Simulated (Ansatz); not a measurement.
# Sn on Mg(0001), bridge start, 2x2 cell: photoemission fingerprints, part 4 of 5

What would XPS and UPS show for Sn on Mg(0001), bridge start, 2x2 cell?

Ansatz 0.2.0; DFT, PBE, plane-wave PAW, default files, scalar-relativistic (the session's first sound run).

So far, work function, upper face (eV): step 2 (the clean face) 3.76; step 3 (relaxation) 4.36.

### 4. Bands by layer (continued)

Regions along c: top from 14.2 to 21.5 Å, middle from 10.7 to 14.2 Å, bottom from 3.5 to 10.7 Å.

States with weight above 0.08 nearest the zero at K of the zone, within the window kept, -7.1 to 3.6 eV (levels that the program groups as degenerate share a row):

```csv
E (eV),"weight, total","weight, top","weight, middle","weight, bottom"
-0.35,0.79,0.19,0.36,0.23
-0.28,0.90,0.14,0.35,0.41
-0.26,0.97,0.10,0.62,0.26
-0.11,0.42,0.09,0.10,0.23
-0.05,0.34,0.09,0.07,0.17
0.22,0.46,0.28,0.07,0.12
0.41,0.95,0.06,0.14,0.74
0.47,0.75,0.24,0.19,0.32
0.53,0.48,0.22,0.13,0.12
1.26,0.50,0.23,0.13,0.14
```

States with weight above 0.08 nearest the zero at Γ of the zone, within the window kept, -7.1 to 3.6 eV (levels that the program groups as degenerate share a row):

```csv
E (eV),"weight, total","weight, top","weight, middle","weight, bottom"
-4.22,0.91,0.26,0.27,0.38
-2.52,0.90,0.23,0.20,0.47
-1.08,0.09,0.02,0.03,0.04
-0.77,0.81,0.20,0.25,0.35
-0.01,0.09,0.09,0.00,0.00
1.26,0.44,0.15,0.08,0.21
1.42,0.57,0.19,0.10,0.27
2.93,0.12,0.11,0.00,0.00
3.05,0.84,0.15,0.12,0.42
3.41,0.11,0.01,0.01,0.04
```

States with weight above 0.08 nearest the zero at M of the zone, within the window kept, -7.1 to 3.6 eV (levels that the program groups as degenerate share a row):

```csv
E (eV),"weight, total","weight, top","weight, middle","weight, bottom"
-1.00,0.50,0.24,0.11,0.14
-0.98,0.39,0.07,0.10,0.22
-0.54,0.48,0.25,0.12,0.11
-0.45,0.17,0.09,0.05,0.04
-0.01,0.27,0.06,0.10,0.11
0.28,0.30,0.12,0.09,0.10
0.29,0.50,0.11,0.16,0.23
0.39,0.21,0.05,0.06,0.10
0.98,0.22,0.07,0.07,0.08
0.99,0.49,0.12,0.18,0.19
```

The largest force component on a free atom is 0.005 eV/Å, so the atoms are at rest for these settings too. At the Fermi level the DOS is 8.37 states/eV a cell.

### 5. With spin–orbit coupling

This step: DFT, PBE, plane-wave PAW, default files, with spin-orbit coupling (Ansatz 0.2.0).

Spin–orbit coupling splits and shifts levels of heavy atoms, so the bands are solved again with spinors.

input.yaml reads:

```yaml
crystal:
  lattice:
    - [6.38, 0.0, 0.0]
    - [3.19, 5.5252420761, 0.0]
    - [0.0, 0.0, 24.835]
  atoms:
    - { symbol: Sn, position: [0.284047308, -0.0680645041, 0.7027813266] }
    - { symbol: Mg, position: [-0.0022679625, -0.0238109948, 0.6100574603] }
    - { symbol: Mg, position: [0.5260656012, -0.0237964106, 0.610052941] }
    - { symbol: Mg, position: [0.0252657581, 0.4494563653, 0.6308813526] }
    - { symbol: Mg, position: [0.500614032, 0.4987765395, 0.6243384247] }
    - { symbol: Mg, position: [0.830830252, 0.3363956497, 0.5134649938] }
    - { symbol: Mg, position: [0.3327756785, 0.336391851, 0.5134639744] }
    - { symbol: Mg, position: [0.8377758266, 0.824464045, 0.5089602593] }
    - { symbol: Mg, position: [0.3342431969, 0.8315109046, 0.5088725888] }
    - { symbol: Mg, position: [0.0, 0.0, 0.406482786] }
    - { symbol: Mg, position: [0.5, 0.0, 0.406482786] }
    - { symbol: Mg, position: [0.0, 0.5, 0.406482786] }
    - { symbol: Mg, position: [0.5, 0.5, 0.406482786] }
    - { symbol: Mg, position: [0.833333333, 0.333333333, 0.301993155] }
    - { symbol: Mg, position: [0.333333333, 0.333333333, 0.301993155] }
    - { symbol: Mg, position: [0.833333333, 0.833333333, 0.301993155] }
    - { symbol: Mg, position: [0.333333333, 0.833333333, 0.301993155] }
kpoints:
  mp_grid: { grid: [6, 6, 1] }
  band_path:
    path:
      - [0.6666666666667, 0.3333333333333, 0.0]
      - [0.0, 0.0, 0.0]
      - [0.5, 0.0, 0.0]
      - [0.6666666666667, 0.3333333333333, 0.0]
    npoints: 20
scf:
  occupations: { method: fermi_dirac, width: 0.05 }
  n_extra_bands: 50
hamiltonian:
  xc: pbe
  pseudopotentials: { kind: paw_fr }
output:
  forces: true
  write_potential: true
  volumetric_format: []
  fatbands: true
efield:
  axis: 3
  dipole_correction: true
magnetization:
  noncollinear: true
  spin_orbit: true
```

On the command line:

```console
$ ansatz run input.yaml --threads 8 --pin off --max-ram 20480MiB --backend cpu --events-out ev --progress --plain --runs-dir out
```

Numbers of over 12 decimals in the logs are rounded to 6 here.

Log:

```text
[...]
non-collinear run that drives no moment, with spin-orbit: no starting moment large enough to seed its density (crystal.atoms[].spin), no starting occupations that ask for one, no magnetisation constraint and no magnetic field, so the semilocal B_xc is pinned to zero
Crystal: 17 atoms, lattice volume = 875.460 Å³
Basis set: ecut = 420 eV, 17255 PW (Γ), exchange–correlation on 90×90×360 points (8 copies of the dense FFT grid, shifted against one another)
Bands: 224, of which v1, the nominal top of the filled ones, is band 174 counted from 1 (173 counted from 0)
Symmetry: 1 space group operations + 1 with time reversal
[...]
k-points: 20 of 36 (time reversal used)
Projection manifold: j_resolved (fully-relativistic pseudo-atomic orbitals)
[...]
SCF iter   1: F=—  HF=-36805.762265 eV  |F-HF|=—  |Δ(HF+E_count)|=         —  Δρ=1.08e-2  dr2=5.59e0  dr2_m=0.00e0 (ungated)  ethr=3.10e-3  |M|=0.00e0 ∫|m|=0.00e0 μB  |m|>n=0.0e0 m-floor=0.0e0 τ_xc=0.0e0  β_m=1.00  p=0.000 e·Å  D=5.11e-9 V/Å  ΔV_dip=-0.00 eV  dr2_dipole=1.72e0  V_vac-E_F(+/−)=4.83/4.83 eV  ⟨swp⟩=10.8  Hψ=24633  notcnv=0  defer=558
[...]
spin=Noncollinear: LDOS preconditioning applied to the charge; magnetization (m_x, m_y, m_z) channels mix plain (no charge-response kernel on spin).
SCF iter   2: F=—  HF=-36805.068036 eV  |F-HF|=—  |Δ(HF+E_count)|=   6.94e-1  Δρ=3.31e-3  dr2=1.69e-1  dr2_m=0.00e0 (ungated)  ethr=3.10e-3  |M|=0.00e0 ∫|m|=0.00e0 μB  |m|>n=0.0e0 m-floor=0.0e0 τ_xc=0.0e0  β_m=0.98  p=-0.179 e·Å  D=-3.71e-2 V/Å  ΔV_dip=0.92 eV  dr2_dipole=4.32e-2  V_vac-E_F(+/−)=4.53/3.61 eV  ⟨swp⟩=2.5  Hψ=5644  notcnv=0  defer=658
[...]
SCF iter   8: F=-36805.089843 eV  HF=-36805.089843 eV  |F-HF|=2.94e-8  |Δ(HF+E_count)|=   6.94e-8  Δρ=2.16e-6  dr2=6.74e-8  dr2_m=0.00e0 (ungated)  ethr=5.75e-11  |M|=0.00e0 ∫|m|=0.00e0 μB  |m|>n=0.0e0 m-floor=0.0e0 τ_xc=0.0e0  p=-0.116 e·Å  D=-2.41e-2 V/Å  ΔV_dip=0.60 eV  dr2_dipole=6.57e-9  V_vac-E_F(+/−)=4.36/3.76 eV  ⟨swp⟩=23.1  Hψ=38178  notcnv=0
SCF 1 converged in 8 iterations: F = -36805.089843 eV  dr2 = 6.74e-8
[...]
SCF converged after 8 iterations
Magnetization: |M| = 0.0000 μB,  M = (+0.0000, +0.0000, +0.0000) μB
Absolute magnetization: 0.0000 μB (∫|m|)
  site 0: m = (+0.0000, +0.0000, +0.0000) μB, |m| = 0.0000 μB  (R = 1.18 Å)
  site 1: m = (+0.0000, +0.0000, +0.0000) μB, |m| = 0.0000 μB  (R = 1.18 Å)
  site 2: m = (+0.0000, +0.0000, +0.0000) μB, |m| = 0.0000 μB  (R = 1.18 Å)
  site 3: m = (+0.0000, +0.0000, +0.0000) μB, |m| = 0.0000 μB  (R = 1.30 Å)
  site 4: m = (+0.0000, +0.0000, +0.0000) μB, |m| = 0.0000 μB  (R = 1.27 Å)
  site 5: m = (+0.0000, +0.0000, +0.0000) μB, |m| = 0.0000 μB  (R = 1.29 Å)
  site 6: m = (+0.0000, +0.0000, +0.0000) μB, |m| = 0.0000 μB  (R = 1.29 Å)
  site 7: m = (+0.0000, +0.0000, +0.0000) μB, |m| = 0.0000 μB  (R = 1.26 Å)
  site 8: m = (+0.0000, +0.0000, +0.0000) μB, |m| = 0.0000 μB  (R = 1.29 Å)
  site 9: m = (+0.0000, +0.0000, +0.0000) μB, |m| = 0.0000 μB  (R = 1.30 Å)
  site 10: m = (+0.0000, +0.0000, +0.0000) μB, |m| = 0.0000 μB  (R = 1.30 Å)
  site 11: m = (+0.0000, +0.0000, +0.0000) μB, |m| = 0.0000 μB  (R = 1.28 Å)
  site 12: m = (+0.0000, +0.0000, +0.0000) μB, |m| = 0.0000 μB  (R = 1.29 Å)
  site 13: m = (+0.0000, +0.0000, +0.0000) μB, |m| = 0.0000 μB  (R = 1.31 Å)
  site 14: m = (+0.0000, +0.0000, +0.0000) μB, |m| = 0.0000 μB  (R = 1.31 Å)
  site 15: m = (+0.0000, +0.0000, +0.0000) μB, |m| = 0.0000 μB  (R = 1.31 Å)
  site 16: m = (+0.0000, +0.0000, +0.0000) μB, |m| = 0.0000 μB  (R = 1.31 Å)
Free energy (F): -36805.089843 eV
[...]
Internal energy: -36805.022774 eV  (E = F + TS)
E sigma→0 (E₀):  -36805.056309 eV
Entropy (-TS):   -0.067069 eV (-3.945 meV/atom)
Fermi energy:    0.484830 eV
Dipole field:    D = -0.024011 V/Å  (p = -0.116167 e·Å, saw-weighted, corrected)
Work function:   Φ+ = 4.3611 eV   Φ− = 3.7647 eV
[...]
--- Forces (eV/Å), atoms counted from 1 ---
  atom   1  Sn    -0.00003159     0.00268481    -0.00273986
  atom   2  Mg     0.00236902    -0.00059800     0.00297863
  atom   3  Mg    -0.00227950    -0.00072529     0.00299677
  atom   4  Mg     0.00005166     0.00079076    -0.00274746
  atom   5  Mg    -0.00006815    -0.00399624    -0.00369347
  atom   6  Mg     0.00067043    -0.00131610     0.00053046
  atom   7  Mg    -0.00064571    -0.00124194     0.00048576
  atom   8  Mg    -0.00012212     0.00380467     0.00027148
  atom   9  Mg     0.00003998     0.00079203     0.00284165
  atom  10  Mg    -0.06819391     0.06894781     0.00984291
  atom  11  Mg     0.06821064     0.06892199     0.00985146
  atom  12  Mg    -0.00000211    -0.03976104     0.06913317
  atom  13  Mg     0.00000092    -0.10947714     0.07252266
  atom  14  Mg    -0.00072114     0.02187738    -0.02584188
  atom  15  Mg     0.00072300     0.02188297    -0.02584024
  atom  16  Mg     0.00000580    -0.01083531    -0.04170784
  atom  17  Mg    -0.00000540    -0.02175461    -0.06887646
  max |Σ_I F_I| component: 7.74e-6 eV/Å
--- Band table (eV; the first three rows and the last of 20) ---
  k-point 0: bands = [... 170 lower, -0.4981, -0.4981, -0.2898, -0.2898, -0.0710, -0.0710, 0.0500, 0.0500, ... 46 higher]
  k-point 1: bands = [... 170 lower, -0.2169, -0.2117, 0.0456, 0.0576, 0.1896, 0.1919, 0.3763, 0.3793, ... 46 higher]
  k-point 2: bands = [... 170 lower, 0.4556, 0.4590, 0.5744, 0.5777, 0.7400, 0.7580, 0.8326, 0.8568, ... 46 higher]
  k-point 19: bands = [... 170 lower, 0.4047, 0.4047, 0.5773, 0.5773, 0.9181, 0.9181, 1.5910, 1.5910, ... 46 higher]
```

Run time: 23 min. Hardware: 8 threads of Arm Neoverse V2, shared host; peak memory 18 GiB; 3.1 h of CPU time.

This step gave:

```yaml
free_energy: -36805.0898 eV
energy_at_zero_smearing: -36805.0563 eV
smearing_term_ts: 0.06707 eV
fermi_energy: 0.4848 eV
work_function_upper_face: 4.362 eV
```

Electronic bands along the path, in eV, zero at the Fermi level; # counts the bands kept:

```csv
point,#27,#28,#29,#30,#31,#32,#33,#34
K,-0.13,-0.12,-0.05,-0.04,0.20,0.24,0.40,0.41
halfway,-0.45,-0.41,-0.36,-0.35,0.17,0.21,0.38,0.43
Γ,-0.98,-0.98,-0.78,-0.78,-0.56,-0.56,-0.43,-0.43
halfway,-0.41,-0.41,-0.37,-0.36,-0.01,0.03,0.25,0.28
M,-0.08,-0.08,0.09,0.09,0.43,0.43,1.11,1.11
halfway,-0.13,-0.07,0.23,0.23,0.48,0.50,0.54,0.56
K,-0.13,-0.12,-0.05,-0.04,0.20,0.24,0.40,0.41
```

Of the projections kept (adsorbate, layer 1, layer 2, layer 3, remaining atoms, not projected), the largest for each band there; the rest of the weight can lie on other orbitals:

```csv
point,#27,#28,#29,#30,#31,#32,#33,#34
K,not projected 0.52,not projected 0.68,not projected 0.58,not projected 0.56,not projected 0.57,not projected 0.56,not projected 0.74,not projected 0.74
Γ,not projected 0.54,not projected 0.54,not projected 0.80,not projected 0.80,not projected 0.53,not projected 0.53,not projected 0.48,not projected 0.48
M,not projected 0.45,not projected 0.45,not projected 0.61,not projected 0.61,not projected 0.75,not projected 0.75,not projected 0.79,not projected 0.79
K,not projected 0.52,not projected 0.68,not projected 0.58,not projected 0.56,not projected 0.57,not projected 0.56,not projected 0.74,not projected 0.74
```

Side by side:

```csv
quantity,this run,base run,difference
"work function, upper face (eV)",4.362,4.3579,0.00410
"work function, lower face (eV)",3.7643,3.7641,2.0e-4
```

Of the bands kept, 10 cross the Fermi level on this path (spinor bands, one electron each).

### 6. Core levels by total-energy differences

This step: DFT, PBE, plane-wave PAW, default files, scalar-relativistic (Ansatz 0.2.0).

XPS shifts tell sites apart. Each chosen atom gets a core hole in a self-consistent pass of its own.

input.yaml reads:

```yaml
crystal:
  lattice:
    - [6.38, 0.0, 0.0]
    - [3.19, 5.5252420761, 0.0]
    - [0.0, 0.0, 24.835]
  atoms:
    - { symbol: Sn_h, position: [0.284047308, -0.0680645041, 0.7027813266] }
    - { symbol: Mg, position: [-0.0022679625, -0.0238109948, 0.6100574603] }
    - { symbol: Mg_h, position: [0.5260656012, -0.0237964106, 0.610052941] }
    - { symbol: Mg_h, position: [0.0252657581, 0.4494563653, 0.6308813526] }
    - { symbol: Mg, position: [0.500614032, 0.4987765395, 0.6243384247] }
    - { symbol: Mg, position: [0.830830252, 0.3363956497, 0.5134649938] }
    - { symbol: Mg, position: [0.3327756785, 0.336391851, 0.5134639744] }
    - { symbol: Mg, position: [0.8377758266, 0.824464045, 0.5089602593] }
    - { symbol: Mg, position: [0.3342431969, 0.8315109046, 0.5088725888] }
    - { symbol: Mg_h, position: [0.0, 0.0, 0.406482786] }
    - { symbol: Mg, position: [0.5, 0.0, 0.406482786] }
    - { symbol: Mg, position: [0.0, 0.5, 0.406482786] }
    - { symbol: Mg, position: [0.5, 0.5, 0.406482786] }
    - { symbol: Mg, position: [0.833333333, 0.333333333, 0.301993155] }
    - { symbol: Mg, position: [0.333333333, 0.333333333, 0.301993155] }
    - { symbol: Mg, position: [0.833333333, 0.833333333, 0.301993155] }
    - { symbol: Mg, position: [0.333333333, 0.833333333, 0.301993155] }
kpoints:
  mp_grid: { grid: [6, 6, 1] }
scf:
  occupations: { method: fermi_dirac, width: 0.05 }
  n_extra_bands: 14
hamiltonian:
  xc: pbe
  pseudopotentials: { kind: paw }
output:
  forces: true
  write_potential: true
  volumetric_format: []
  core_levels:
    shells: { Sn_h: "3d", Mg_h: "2p" }
    counted_from: fermi_level
    add_spin: always
efield:
  axis: 3
  dipole_correction: true
```

Log:

```text
[...]
Crystal: 17 atoms, lattice volume = 875.460 Å³
Basis set: ecut = 420 eV, 17255 PW (Γ), exchange–correlation on 90×90×360 points (8 copies of the dense FFT grid, shifted against one another)
Bands: 101, of which v1, the nominal top of the filled ones, is band 87 counted from 1 (86 counted from 0)
Symmetry: 1 space group operations
[...]
k-points: 20 of 36 (time reversal used)
[...]
SCF iter   1: F=—  HF=-36802.334101 eV  |F-HF|=—  |Δ(HF+E_count)|=         —  Δρ=1.95e-3  dr2=1.58e0  ethr=1.77e-3  p=-0.148 e·Å  D=-3.05e-2 V/Å  ΔV_dip=0.76 eV  dr2_dipole=9.94e-1  V_vac-E_F(+/−)=4.50/3.74 eV  ⟨swp⟩=12.9  Hψ=10307  notcnv=0  defer=18
[...]
SCF iter   7: F=-36802.281633 eV  HF=-36802.281633 eV  |F-HF|=1.23e-8  |Δ(HF+E_count)|=   2.24e-7  Δρ=1.24e-6  dr2=2.36e-8  ethr=5.75e-11  p=-0.116 e·Å  D=-2.39e-2 V/Å  ΔV_dip=0.59 eV  dr2_dipole=5.03e-10  V_vac-E_F(+/−)=4.36/3.76 eV  ⟨swp⟩=22.9  Hψ=14583  notcnv=0
SCF 1 converged in 7 iterations: F = -36802.281633 eV  dr2 = 2.36e-8
[...]
── core hole 1/4: 3d of Sn_h 0 ──
── 3d of Sn_h 0: 483.760 eV over the cell without the hole, in 10 iterations ──
── core hole 2/4: 2p of Mg_h 2 ──
── 2p of Mg_h 2: 49.706 eV over the cell without the hole, in 10 iterations ──
── core hole 3/4: 2p of Mg_h 3 ──
── 2p of Mg_h 3: 50.166 eV over the cell without the hole, in 11 iterations ──
── core hole 4/4: 2p of Mg_h 9 ──
── 2p of Mg_h 9: 49.744 eV over the cell without the hole, in 10 iterations ──
SCF converged after 7 iterations
Free energy (F): -36802.281633 eV
[...]
Internal energy: -36802.213820 eV  (E = F + TS)
E sigma→0 (E₀):  -36802.247726 eV
Entropy (-TS):   -0.067813 eV (-3.989 meV/atom)
Fermi energy:    0.485958 eV
Dipole field:    D = -0.023889 V/Å  (p = -0.115577 e·Å, saw-weighted, corrected)
Work function:   Φ+ = 4.3577 eV   Φ− = 3.7643 eV
[...]
--- Forces (eV/Å), atoms counted from 1 ---
  atom   1  Sn_h    -0.00003466     0.00288044    -0.00452797
  atom   2  Mg       0.00104877    -0.00076284     0.00104035
  atom   3  Mg_h    -0.00095788    -0.00088965     0.00105477
  atom   4  Mg_h     0.00005149    -0.00146535     0.00139086
  atom   5  Mg      -0.00006849    -0.00225996    -0.00136684
  atom   6  Mg       0.00009632    -0.00076444    -0.00016640
  atom   7  Mg      -0.00007178    -0.00069076    -0.00021108
  atom   8  Mg      -0.00012261     0.00331057     0.00109205
  atom   9  Mg       0.00004041     0.00038565     0.00105905
  atom  10  Mg_h    -0.06929857     0.06957058     0.00978678
  atom  11  Mg       0.06931533     0.06954448     0.00979549
  atom  12  Mg      -0.00000225    -0.03940879     0.06899181
  atom  13  Mg       0.00000101    -0.11076136     0.07251896
  atom  14  Mg      -0.00103591     0.02227181    -0.02511139
  atom  15  Mg       0.00103775     0.02227715    -0.02510973
  atom  16  Mg       0.00000578    -0.01086788    -0.04145545
  atom  17  Mg      -0.00000545    -0.02236746    -0.06882460
  max |Σ_I F_I| component: 4.33e-5 eV/Å
--- Band table (eV; the first three rows and the last of 20) ---
  k-point 0: bands = [... 83 lower, -0.5903, -0.5160, -0.4960, -0.2834, -0.0542, 0.0324, 0.4771, 0.7680, ... 10 higher]
  k-point 1: bands = [... 83 lower, -0.3488, -0.2529, -0.2153, 0.0553, 0.1890, 0.3778, 0.7510, 0.9965, ... 10 higher]
  k-point 2: bands = [... 83 lower, -0.4091, 0.0139, 0.4615, 0.5780, 0.7653, 0.8285, 1.3867, 1.5260, ... 10 higher]
  k-point 19: bands = [... 83 lower, -0.5671, 0.1396, 0.4110, 0.5686, 0.9198, 1.6017, 1.7371, 2.1217, ... 10 higher]
--- Core levels from the Fermi level (as output.core_levels.counted_from types it; a hole's nearest image at 6.4 Å) ---
  the holes have spin, as output.core_levels.add_spin types it
  atom         alike  shell      binding/eV   shift/eV difference/eV images/eV   SCF
  Sn_h 0           1     3d         483.760     +0.000       483.760         –    10
  Mg_h 2           1     2p          49.706     +0.000        49.706         –    10
  Mg_h 3           1     2p          50.166     +0.460        50.166         –    11
  Mg_h 9           1     2p          49.744     +0.038        49.744         –    10
  the dataset of Sn_h with a 3d hole: scattering error 0.004 eV; free atom: scalar-relativistic, large and small components
  the two lines of Sn_h's 3d: 3d3/2 +5.041 eV and 3d5/2 -3.361 eV off its levels, 2 : 3 in strength
  the dataset of Mg_h with a 2p hole: scattering error 0.005 eV (0.000 eV in the local channel); free atom: scalar-relativistic, large and small components
  the two lines of Mg_h's 2p: 2p1/2 +0.179 eV and 2p3/2 -0.090 eV off its levels, 1 : 2 in strength
```

Run time: 4.2 min. Hardware: 8 threads; peak memory 4.8 GiB; 33 min of CPU time.

This step gave:

| Property | Result |
| --- | --- |
| free energy | -36802.2816 eV |
| energy at zero smearing | -36802.2477 eV |
| smearing term TS | 0.06781 eV |
| Fermi energy | 0.4860 eV |
| work function, upper face | 4.358 eV |

Each level is the free energy with the hole less that without it. The electron goes to the Fermi level, so the difference is a binding energy from E_F. The hole's nearest image is 6.4 Å away.

```csv
atom,region,shell,level (eV),shift (eV),j lines (eV),doubts
Sn1,adsorbate,3d,483.76,-,488.80 / 480.40,-
Mg3,layer 1,2p,49.71,-0.04,49.89 / 49.62,-
Mg4,layer 1,2p,50.17,+0.42,50.34 / 50.08,-
Mg10,layer 3,2p,49.74,+0.00,49.92 / 49.65,-
```

Levels of p, d and f shells are means over their two j lines, weighted by degeneracy; the splitting comes from the atom's own solve. Shifts count from the last listed atom of each element.

The Mg 2p lines of the listed atoms alone (other atoms of the cell aren't counted), as Gaussians 0.3 eV wide, no depth weighting. The intensity by Mg 2p level; read off at these points:

```csv
Mg 2p level (eV),intensity (%)
49.00,5.0e-4
49.10,0.0165
49.20,0.313
49.30,3.16
49.40,17.7
49.50,54.2
49.60,93.1
49.66,100.0
49.70,96.6
49.80,79.8
49.90,76.5
50.00,77.5
50.10,65.2
50.20,45.3
50.30,32.8
50.40,23.5
50.50,11.5
50.60,3.22
50.70,0.494
50.80,0.0403
50.90,0.00185
```

(Part 4 of 5 ends here.)

[Logs are printed without paths, hosts, clocks, repeated set-up lines and the standing remarks that a program may print on its own settings, such as how far it seeks lower states.]

[Hosts, paths, dates, database ids (printed as entryN), source tags and the programs' standing remarks are cut or masked in the printed files.]

[Maps of the electrostatic potential energy from Ansatz leave out the sawtooth potential of an applied field or a dipole correction, so their vacuum need not be flat; work functions include it.]
